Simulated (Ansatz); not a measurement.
The cell is COD entry 1011368, as deposited and not checked against the literature; nothing was relaxed. The listed cell was then made from it by scaling, straining or moving an atom.

HgS: DFT, PBEsol, all-electron LAPW, scalar-relativistic (Ansatz 0.2.0). What sets it apart from a plain run of this crystal: equal xx and yy strain of -2 %.

Command: `ansatz run input.yaml --threads 1 --pin off --max-ram 3072MiB --backend cpu --events-out ev --progress --plain --runs-dir out` The run took 27 s on 1 thread of Intel(R) Xeon(R) Platinum 8488C (Sapphire Rapids), with other jobs on the host, peak memory 0.41 GiB.

```yaml
crystal:
  lattice:
    - [0.0, 2.87042, 2.929]
    - [2.87042, 0.0, 2.929]
    - [2.87042, 2.87042, 0.0]
  atoms:
    - { symbol: Hg, position: [0.0, 0.0, 0.0] }
    - { symbol: S, position: [0.75, 0.75, 0.75] }
kpoints:
  mp_grid: { grid: [8, 8, 8] }
  band_path:
    path:
      - [0.0, 0.0, 0.0]
      - [0.5, 0.0, 0.5]
      - [0.75, 0.25, 0.5]
      - [0.5, 0.5, 0.5]
      - [0.0, 0.0, 0.0]
      - [0.5, 0.5, 0.0]
      - [0.62995, 0.62995, 0.2599]
      - [0.37005, 0.37005, 0.7401]
      - [0.0, 0.0, 0.0]
    npoints: 5
scf:
  occupations: { method: fermi_dirac, width: 0.02 }
hamiltonian:
  xc: pbesol
  pseudopotentials: { kind: all_electron, lapw: { basis_error: 0.001 } }
output:
  forces: true
  stress: true
  eigenvalues: true
```

Output (standing set-up lines are left out):

```
LAPW: plane waves up to 8.197 Å⁻¹, error target 1.0e-3 eV per atom; small_component_spin mean_spin; S in spheres of 1.078 Å, 14 of its electrons in bands, Dirac shells []; Hg in spheres of 1.425 Å, 44 of its electrons in bands, Dirac shells []
Crystal: 2 atoms, lattice volume = 48.266 Å³
Basis set: ecut = 256.00649732827907 eV, 459 PW (Γ), exchange–correlation at level 2
Symmetry: 8 space group operations
Space group: I-4m2 (ITA 119), of the structure as read, at distance tolerance 3.6e-5 Å
k-points: 59 of 512 (time reversal used)
iter 1 solved again at ethr=1.70e-3 eV; its pass at ethr=1.00e-1 eV (dr2=9.88e-1 eV) is discarded
SCF iter   1: F=—  HF=-544530.730395 eV  |F-HF|=—  |Δ(HF+E_count)|=         —  Δρ=3.32e-2  dr2=9.89e-1  ethr=1.70e-3  ⟨swp⟩=2.0  Hψ=12867  notcnv=0
preconditioner: auto → none  [insulator: Δε(μ)=0.836 eV  Ē_g=12.868 eV  σ=0.020 eV  W_gap=0.53  n_scr=14 (ndim 8)  ℏωp=22.7 eV  f_vac=0.286  D(μ)=0.11/eV (n_scr^D=0)  ε∞_Penn≈4.1]
iter 2 solved again at ethr=1.13e-4 eV; its pass at ethr=1.70e-3 eV (dr2=6.55e-2 eV) is discarded
SCF iter   2: F=—  HF=-544530.364306 eV  |F-HF|=—  |Δ(HF+E_count)|=   3.66e-1  Δρ=1.12e-2  dr2=6.55e-2  ethr=1.13e-4  ⟨swp⟩=2.0  Hψ=10581  notcnv=0
SCF iter   3: F=—  HF=-544530.293518 eV  |F-HF|=—  |Δ(HF+E_count)|=   7.08e-2  Δρ=5.00e-3  dr2=8.42e-3  ethr=1.13e-4  ⟨swp⟩=3.0  Hψ=6494  notcnv=0
SCF iter   4: F=—  HF=-544530.291150 eV  |F-HF|=—  |Δ(HF+E_count)|=         —  Δρ=1.06e-3  dr2=4.09e-4  ethr=1.45e-5  ⟨swp⟩=2.0  Hψ=6106  notcnv=0
the basis was enlarged: its passes take 140.6 KiB over the memory plan, 1 of 1 planned eigensolver slots
SCF iter   5: F=—  HF=-544530.290778 eV  |F-HF|=—  |Δ(HF+E_count)|=   3.72e-4  Δρ=1.61e-4  dr2=6.42e-6  ethr=7.06e-7  ⟨swp⟩=2.0  Hψ=5851  notcnv=0
SCF iter   6: F=—  HF=-544530.290781 eV  |F-HF|=—  |Δ(HF+E_count)|=   2.16e-6  Δρ=2.39e-5  dr2=2.42e-7  ethr=1.11e-8  ⟨swp⟩=3.0  Hψ=5956  notcnv=0
SCF iter   7: F=-544530.290781 eV  HF=-544530.290781 eV  |F-HF|=2.55e-8  |Δ(HF+E_count)|=   6.93e-8  Δρ=6.27e-6  dr2=1.35e-8  ethr=4.18e-10  ⟨swp⟩=3.0  Hψ=6078  notcnv=0
SCF 1 converged in 7 iterations: F = -544530.290781 eV  dr2 = 1.35e-8
NSCF: frozen V_eff on 41 k-points
SCF converged after 7 iterations
Free energy (F): -544530.290781 eV
Harris-Foulkes:  -544530.290781 eV  (|F-HF|=2.55e-8)
Internal energy: -544530.290661 eV  (E = F + TS)
E sigma→0 (E₀):  -544530.290721 eV
Entropy (-TS):   -0.000120 eV (-0.060 meV/atom)
Fermi energy:    10.753609 eV
--- Per-component energies (eV) ---
  E_band       = -6142.504802
  E_kinetic    = 621398.053228
  E_xc         = -10669.657997
  E_electrostatic = -1155258.685892  (all electrons and nuclei)
  E_smearing   = -0.000120  (= −TS)
  E_closure    = 0.000000  (closes the sum)
  E_atoms      = -544525.023000  (free atoms, spherical and without spin; not in F)
  Σ components = -544530.290781   (vs F -544530.290781, Δ=0.00e0)
  Basis errors (estimates in eV, not in F): energy 4.5e-4 per atom: plane waves 4.1e-4 (2.4e-4 summed), levels above the bands 1.2e-230, relativity 9.7e-9, radial functions 3.7e-5, core shells 9.8e-9; eigenvalues (radial functions only) 1.3e-6; not estimated: angular momenta, meshes, grids; target (lapw.basis_error) 1.0e-3; muffin-tin radii S 1.078 Å, Hg 1.425 Å
--- Forces (eV/Å), atoms counted from 1 ---
  atom   1  Hg     0.00000000     0.00000000    -0.00000000
  atom   2  S     -0.00000000    -0.00000000     0.00000000
  max |Σ_I F_I| component: 5.55e-17 eV/Å
--- Stress (GPa, compression-positive) ---
        3.478884       0.000000      -0.000000
        0.000000       3.478884       0.000000
       -0.000000       0.000000       3.232830
  P = ⅓ Tr σ = 3.3969 GPa (33.969 kbar)
--- Band table (eV; the first three rows and the last of 59) ---
  k-point 0: bands = ["-333.7345", "-333.7317", "-333.7309", "-333.7290", "-333.7290", "-194.4577", "-139.5202", "-139.5168", "-139.5168", "-103.7184", "-81.6563", "-81.6563", "-81.6531", "-81.6531", "-81.6524", "-81.6524", "-81.6513", "-52.1370", "-52.1370", "-52.1368", "-2.8645", "3.3428", "3.3586", "3.3586", "4.3376", "4.3660", "10.2212", "10.6826", "10.7524", "10.7524", "16.5570", "16.5730", "16.5730", "20.5851", "22.0258"]
  k-point 1: bands = ["-333.7345", "-333.7317", "-333.7309", "-333.7290", "-333.7290", "-194.4577", "-139.5202", "-139.5168", "-139.5168", "-103.7184", "-81.6563", "-81.6563", "-81.6531", "-81.6531", "-81.6524", "-81.6524", "-81.6513", "-52.1372", "-52.1370", "-52.1368", "-2.7803", "3.3704", "3.3918", "3.3993", "4.3361", "4.3610", "9.1757", "10.5389", "10.5882", "11.4929", "16.1642", "16.7746", "16.8002", "21.3421", "21.5871"]
  k-point 2: bands = ["-333.7345", "-333.7317", "-333.7309", "-333.7290", "-333.7290", "-194.4577", "-139.5202", "-139.5168", "-139.5168", "-103.7184", "-81.6563", "-81.6563", "-81.6531", "-81.6531", "-81.6524", "-81.6524", "-81.6513", "-52.1375", "-52.1371", "-52.1369", "-2.5710", "3.4707", "3.4902", "3.5203", "4.3512", "4.3649", "7.6664", "10.1544", "10.2117", "12.0804", "16.1579", "17.1475", "17.2209", "21.0611", "21.2249"]
  k-point 58: bands = ["-333.7345", "-333.7317", "-333.7309", "-333.7290", "-333.7290", "-194.4577", "-139.5202", "-139.5168", "-139.5168", "-103.7184", "-81.6563", "-81.6563", "-81.6531", "-81.6531", "-81.6524", "-81.6524", "-81.6513", "-52.1378", "-52.1374", "-52.1374", "-2.0648", "3.4476", "4.0440", "4.0440", "4.5324", "4.7767", "5.5669", "8.2457", "8.2457", "13.9905", "14.0385", "19.0103", "21.0821", "21.0821", "21.8981"]
```
